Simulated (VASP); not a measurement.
The system is Cd.

```
Cd
1.0
    -1.78432    1.78432    1.78432
     1.78432   -1.78432    1.78432
     1.78432    1.78432   -1.78432
Cd
1
Direct
  0.00000 0.00000 0.00000
```

This isn't the form of Cd at room conditions, which is hcp.

Base run:

- Program: VASP 6.6.1
- Functional: PBE
- Potentials or basis: VASP PAW PBE potentials, release 64 (Cd)
- Cutoff: 520 eV
- k mesh: 7 × 7 × 7
- Occupations: fermi-dirac, width 0.04 eV
- Spin: no spin polarisation

Its results: band gap on the k mesh none (metal or under the smearing width); pressure 0.9 GPa.

Task: The run is repeated on the same cell with these changes: k mesh from 7 × 7 × 7 to 5 × 5 × 5; further incar settings from ALGO = Normal; EDIFF = 1e-07; NBANDS = 12 to ALGO = Normal; EDIFF = 1e-06; NBANDS = 12. What comes out?

Result: Band gap on the k mesh none (metal or under the smearing width); pressure 0.2 GPa.

Caveats: some runs use coarse meshes.
